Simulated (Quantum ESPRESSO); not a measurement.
**InSe: band structure with LDA**

**The experiment to reproduce.**

From “The Interaction of Hydrogen with the van der Waals Crystal γ-InSe”, 2020, pmc:7321205, for a bulk crystal of InSe at 300 K: band gap 1.25 eV.

InSe:

```
In Se
1.0
     2.00000    1.15470    8.44000
    -2.00000    1.15470    8.44000
     0.00000   -2.30940    8.44000
In Se
2 2
Direct
  0.88860 0.88860 0.88860
  0.00000 0.00000 0.00000
  0.17190 0.17190 0.17190
  0.38350 0.38350 0.38350
```

```yaml
Program: Quantum ESPRESSO 7.5
Task: band structure
Functional: LDA
Potentials_or_basis: GBRV 1.5 LDA
Cutoff: 762 eV
Density_cutoff: 6095 eV
k_mesh: 8 × 8 × 8
Occupations: fermi-dirac, width 0.05 eV
Spin: no spin polarisation
Form_of_the_LDA_correlation: PZ81
Mixing_beta: 0.5
Most_SCF_iterations: 120
SCF_threshold: 8e-10 Ry
```

```json
{"Pressure": "-1.6 GPa", "Largest force": "0.247 eV/Å", "Band gap on the k mesh": "0.20 eV, direct", "Band gap along the path": "0.20 eV, direct"}
```

Forces on the atoms (eV/Å):
```
In   0.000  0.000  0.247
In   0.000  0.000 -0.230
Se   0.000  0.000  0.056
Se   0.000  0.000 -0.073
```

Stress tensor (GPa, compression positive):
```
-1.22  0.00  0.00
 0.00 -1.22  0.00
 0.00  0.00 -2.44
```

Levels at the corners of the path, in eV from the valence-band top:
```
point  band 15  band 16  band 17  band 18  band 19  band 20  band 21  band 22  band 23  band 24
    Γ    -1.58    -1.30    -1.30    -1.21    -1.21     1.54     1.90     4.30     4.30     5.06
    L    -3.50    -2.41    -2.35    -2.25    -1.70     1.09     1.83     3.52     3.89     4.75
   B1    -4.04    -3.70    -2.54    -2.26    -1.78     1.66     2.31     3.30     4.30     5.58
    B    -4.04    -3.70    -2.54    -2.26    -1.78     1.66     2.31     3.30     4.30     5.58
    Z    -1.37    -1.37    -1.13    -1.13     0.00     0.20     1.97     4.22     4.22     5.51
    Γ    -1.58    -1.30    -1.30    -1.21    -1.21     1.54     1.90     4.30     4.30     5.06
    X    -4.04    -3.72    -2.58    -2.24    -1.75     1.72     2.22     3.33     4.26     5.60
    Q    -4.04    -3.72    -2.58    -2.24    -1.75     1.72     2.22     3.33     4.26     5.60
    F    -3.26    -2.68    -2.51    -2.06    -1.53     1.02     1.88     3.17     3.52     4.33
   P1    -3.30    -2.61    -2.48    -2.09    -1.67     1.25     1.71     3.25     3.68     4.42
    Z    -1.37    -1.37    -1.13    -1.13     0.00     0.20     1.97     4.22     4.22     5.51
    L    -3.50    -2.41    -2.35    -2.25    -1.70     1.09     1.83     3.52     3.89     4.75
    P    -3.30    -2.61    -2.48    -2.09    -1.67     1.25     1.71     3.25     3.68     4.42
```

It took 9.8 min on 2 MPI ranks on Intel(R) Xeon(R) 6975P-C (Granite Rapids), with other jobs on the host, peak memory 0.94 GiB a rank.

Measured gap of InSe: 1.25 eV (300 K; “The Interaction of Hydrogen with the van der Waals Crystal γ-InSe”, 2020, pmc:7321205). This calculation gives 0.20 eV (-1.05 eV). So large a miss can be the level of theory's own, or it may mean another phase, state or a wrong row. Spin-orbit coupling on In, Se is left out. The value is that of LDA, without temperature or zero-point motion. Semilocal functionals fall short of measured gaps as a rule.

Caveat: spin-orbit coupling is left out, which moves the levels of the heavy elements.
